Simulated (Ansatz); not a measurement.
Computed with Ansatz (plane waves, PAW, 420 eV cutoff): PBEsol, scalar-relativistic, no spin polarisation, Γ-centred 8×8×8 mesh, 0.05 eV Gaussian smearing; PAW files: Ansatz's generated set soft_2.

A crystal of composition XCl, relaxed at this level of theory, gives this pattern between 10° and 80°.

Cu Kα1 powder pattern (kinematic, no thermal factors).
| 2θ (°) | relative intensity |
| --- | --- |
| 23.53 | 30 |
| 27.24 | 100 |
| 38.90 | 74 |
| 45.97 | 17 |
| 48.14 | 26 |
| 56.19 | 12 |
| 61.75 | 7 |
| 63.54 | 32 |
| 70.44 | 24 |
| 75.43 | 5 |

Q: Which lattice and cell does the pattern come from?

A: Cubic, space group Fm-3m (No. 225), a = 6.543 Å, b = 6.543 Å, c = 6.543 Å, α = 90.00°, β = 90.00°, γ = 90.00°. The line positions fix the lattice at most, not the space group, and lines under 1 % of the strongest aren't listed; this is the group of the computed cell.

The calculation on XCl, where X is one element, gave:

- Band gap: 4.90 eV
- Smallest direct gap: 4.90 eV
- Formation energy from the elements (0 K, uncorrected): -1.99 eV/atom
- Bulk modulus (Birch–Murnaghan): 16.5 GPa
- Pressure derivative B0′: 5.2
- Shear modulus (Hill): 8.4 GPa
- Young's modulus: 21 GPa
- Poisson's ratio: 0.28
- Elastically stable: yes

Sites: X on 4b, Cl on 4a.

Q: Which element is X?
A. Rb
B. Sr
C. Br
D. Y

A: A. X is Rb, so the compound is RbCl.

The start was a prototype's sites filled with these elements; the Crystallography Open Database holds the compound in this structure.

Kohn–Sham gaps of semilocal functionals lie under measured ones, often by a third or more.
